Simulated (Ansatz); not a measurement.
# NaCl: energies, forces and stress near the listed structure

A set of self-consistent runs on NaCl under random distortions, further strains and shifts, swapped elements, distortions that keep the symmetry, other functionals, to map its energy surface near the listed cell.

Program: Ansatz 0.2.0. Level of theory: DFT PBEsol, scalar-relativistic, plane waves, PAW. These are calculated values, not measurements.

**1. The system as given**

The structure is cubic, space group Pm-3m (No. 221). The conventional cell has a = 3.502 Å, b = 3.502 Å, c = 3.502 Å, α = 90.00°, β = 90.00°, γ = 90.00°. Na (site symmetry m-3m) is surrounded by 8 Cl at 3.03 Å. Cl (site symmetry m-3m) has 8 Na at 3.03 Å as nearest neighbours.

As a file:

```xyz
2
Lattice="3.5022 0.0000 0.0000 0.0000 3.5022 0.0000 0.0000 0.0000 3.5022" Properties=species:S:1:pos:R:3 pbc="T T T"
Na    0.0000    0.0000    0.0000
Cl    1.7511    1.7511    1.7511
```

The structure comes from the Materials Project (structure only).

**2. A distortion that keeps the symmetry**

Against the listed cell: strain xx, yy, zz, yz, xz, xy = -0.1, -0.1, -0.1, +0.0, +0.0, +0.0 %.

File input.yaml:

```yaml
crystal:
  lattice:
    - [3.4987578538, 0.0, 0.0]
    - [0.0, 3.4987578538, 0.0]
    - [0.0, 0.0, 3.4987578538]
  atoms:
    - { symbol: Na, position: [0.0, 0.0, 0.0] }
    - { symbol: Cl, position: [0.5, 0.5, 0.5] }
basis:
  ecutwfc: 420
kpoints:
  mp_grid: { grid: [6, 6, 6] }
hamiltonian:
  xc: pbesol
scf:
  occupations: { method: gaussian, width: 0.02 }
output:
  forces: true
  stress: true
  eigenvalues: true
```

**3. Substitution of an element, cell strained: Na → K, first probe**

File input.yaml:

```yaml
crystal:
  lattice:
    - [3.6516404959, 0.0, 0.0]
    - [0.0, 3.6516404959, 0.0]
    - [0.0, 0.0, 3.6516404959]
  atoms:
    - { symbol: K, position: [0.0, 0.0, 0.0] }
    - { symbol: Cl, position: [0.5, 0.5, 0.5] }
basis:
  ecutwfc: 420
kpoints:
  mp_grid: { grid: [6, 6, 6] }
hamiltonian:
  xc: pbesol
scf:
  occupations: { method: gaussian, width: 0.1 }
output:
  forces: true
  stress: true
  eigenvalues: true
```

**4. One element swapped, cell strained: Na → K**

Edit input.yaml of step 3 so:

```diff
@@ -15,3 +15,3 @@
 scf:
-  occupations: { method: gaussian, width: 0.1 }
+  occupations: { method: gaussian, width: 0.02 }
 output:
```

**5. Another functional, on a distorted cell: r2SCAN**

File input.yaml:

```yaml
crystal:
  lattice:
    - [3.6602088128, 0.0, 0.0]
    - [0.0, 3.6602088128, 0.0]
    - [0.0, 0.0, 3.6602088128]
  atoms:
    - { symbol: Na, position: [0.0, 0.0, 0.0] }
    - { symbol: Cl, position: [0.5, 0.5, 0.5] }
basis:
  ecutwfc: 500
kpoints:
  mp_grid: { grid: [6, 6, 6] }
hamiltonian:
  xc: r2scan
scf:
  occupations: { method: gaussian, width: 0.02 }
output:
  forces: true
  stress: true
  eigenvalues: true
  populations: true
```

**6. Functional and cell changed: PBE**

File input.yaml:

```yaml
crystal:
  lattice:
    - [3.6698748572, 0.0, 0.0]
    - [0.0, 3.6698748572, 0.0]
    - [0.0, 0.0, 3.6698748572]
  atoms:
    - { symbol: Na, position: [0.0, 0.0, 0.0] }
    - { symbol: Cl, position: [0.5, 0.5, 0.5] }
basis:
  ecutwfc: 420
kpoints:
  mp_grid: { grid: [6, 6, 6] }
hamiltonian:
  xc: pbe
scf:
  occupations: { method: gaussian, width: 0.02 }
output:
  forces: true
  stress: true
  eigenvalues: true
  populations: true
```

**7. A change within a subgroup**

File input.yaml:

```yaml
crystal:
  lattice:
    - [3.3884738907, 0.2101314, 0.2101314]
    - [0.2101314, 3.3884738907, -0.2101314]
    - [0.2101314, -0.2101314, 3.3884738907]
  atoms:
    - { symbol: Na, position: [0.0, 0.0, 0.0] }
    - { symbol: Cl, position: [0.5, 0.5, 0.5] }
basis:
  ecutwfc: 420
kpoints:
  mp_grid: { grid: [6, 6, 6] }
hamiltonian:
  xc: pbesol
scf:
  occupations: { method: gaussian, width: 0.02 }
output:
  forces: true
  stress: true
  eigenvalues: true
```

**8. A change within a subgroup**

Edit input.yaml of step 7 so:

```diff
@@ -2,5 +2,5 @@
   lattice:
-    - [3.3884738907, 0.2101314, 0.2101314]
-    - [0.2101314, 3.3884738907, -0.2101314]
-    - [0.2101314, -0.2101314, 3.3884738907]
+    - [3.6269380078, 0.0350219, -0.0350219]
+    - [0.0350219, 3.6269380078, -0.0350219]
+    - [-0.0350219, -0.0350219, 3.6269380078]
   atoms:
@@ -20 +20,2 @@
   eigenvalues: true
+  populations: true
```

**9. A random distortion, cell strained**

File input.yaml:

```yaml
crystal:
  lattice:
    - [3.2995182647, 0.0019612264, 0.0706391723]
    - [0.0019612264, 3.4248966667, -0.0400650536]
    - [0.0706391723, -0.0400650536, 3.4893719846]
  atoms:
    - { symbol: Na, position: [0.0386672339, 0.018419903, 0.0001656107] }
    - { symbol: Cl, position: [0.4613327661, 0.481580097, 0.4998343893] }
basis:
  ecutwfc: 420
kpoints:
  mp_grid: { grid: [6, 6, 6] }
hamiltonian:
  xc: pbesol
scf:
  occupations: { method: gaussian, width: 0.02 }
output:
  forces: true
  stress: true
  eigenvalues: true
  populations: true
```

What does the calculation give? Wanted: for each run, case; energy; pressure; largest force.

The runs gave:

| step | case | energy (meV/atom) | pressure (GPa) | largest force (eV/Å) | gap on the mesh (eV) |
| --- | --- | --- | --- | --- | --- |
| 2 | a distortion that keeps the symmetry | +0.0 | -1.2 | 0.00 | 3.85 |
| 4 | one element swapped, cell strained: Na → K | n/a | 1.8 | 0.00 | 5.29 |
| 5 | another functional, on a distorted cell: r2SCAN | n/a | -3.3 | 0.00 | 4.36 |
| 6 | functional and cell changed: PBE | n/a | -2.6 | 0.00 | 3.56 |
| 7 | a change within a subgroup | +36.9 | 3.9 | 0.00 | 4.42 |
| 8 | a change within a subgroup | +33.2 | -3.0 | 0.00 | 3.54 |
| 9 | a random distortion, cell strained | +23.1 | 2.1 | 0.23 | 3.90 |

Energies are counted from step 2, with the smearing taken to zero. Other atoms or functionals have another zero of energy (n/a). 

Among the distorted cells of the listed formula and level the largest force, 0.23 eV/Å, comes in step 9, shared by 2 atoms. The pressure is 3.9 GPa in the smallest cell and -3.0 GPa in the largest; between them shape and moved atoms count too. Among the distorted cells of the listed formula and level the gap runs from 3.54 eV to 4.42 eV.

These are semilocal Kohn-Sham gaps, which aren't the measured quantity. Such gaps usually fall short of the measured ones.
